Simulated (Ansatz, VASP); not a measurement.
## Rb in VASP and in Ansatz

File INCAR:

```
SYSTEM = Rb
ALGO     = Normal         ! electronic algorithm
EDIFF    = 1E-6           ! SCF threshold, eV
ENCUT    = 520            ! plane-wave cutoff, eV
GGA      = CA             ! functional
ISIF     = 2              ! what is computed and relaxed
ISMEAR   = 0              ! smearing method
LASPH    = .TRUE.         ! aspherical terms in the spheres
LCHARG   = .FALSE.        ! write CHGCAR
LREAL    = .FALSE.        ! projectors in reciprocal space
LWAVE    = .FALSE.        ! write WAVECAR
NBANDS   = 16             ! bands
NELM     = 100            ! most SCF steps
PREC     = Accurate       ! precision mode
SIGMA    = 0.1            ! smearing width, eV
```

File KPOINTS:

```
k-points
0
G
  6 6 2
  0 0 0
```

Contents of POSCAR:

```
Rb
1.0
    5.0882069760      0.0000000000      0.0000000000
   -2.5441034880      4.4065165009      0.0000000000
    0.0000000000      0.0000000000      8.4420579800
Rb
2
Direct
    0.3333333300      0.6666666700      0.2500000000
    0.6666666700      0.3333333300      0.7500000000
```

Input for Ansatz:

```yaml
crystal:
  lattice:
    - [5.088206976, 0.0, 0.0]
    - [-2.544103488, 4.4065165009, 0.0]
    - [0.0, 0.0, 8.44205798]
  atoms:
    - { symbol: Rb, position: [0.33333333, 0.66666667, 0.25] }
    - { symbol: Rb, position: [0.66666667, 0.33333333, 0.75] }
basis:
  ecutwfc: 420
kpoints:
  mp_grid: { grid: [6, 6, 2] }
hamiltonian:
  xc: lda
scf:
  occupations: { method: gaussian, width: 0.1 }
output:
  forces: true
  stress: true
  eigenvalues: true
```

This isn't the form of Rb at room conditions, which is bcc.

Alike in both runs: task single point; functional LDA; k mesh 6 × 6 × 2; occupations gaussian, width 0.1 eV; no spin polarisation.

|  | VASP | Ansatz |
| --- | --- | --- |
| version | VASP 6.6.1 | Ansatz 0.2.0 |
| potentials or method | VASP PAW LDA potentials, release 64 (Rb_sv) | scalar-relativistic, plane waves, PAW |
| plane-wave cutoff (eV) | 520 | 420 |
| valence electrons in the cell | 18 | 18 |

```csv
,VASP,Ansatz,Ansatz less VASP
gap on the k mesh at the Fermi level (eV),none,none,-
pressure (GPa),-0.5,-0.5,0.00
largest component of the traceless stress (GPa),0.21,0.21,0.000
```

A gap of «none» marks a metal or a gap that the smearing closes.

Caveats: the k mesh is coarse (spacing up to 0.37 Å⁻¹), so the values aren't converged.
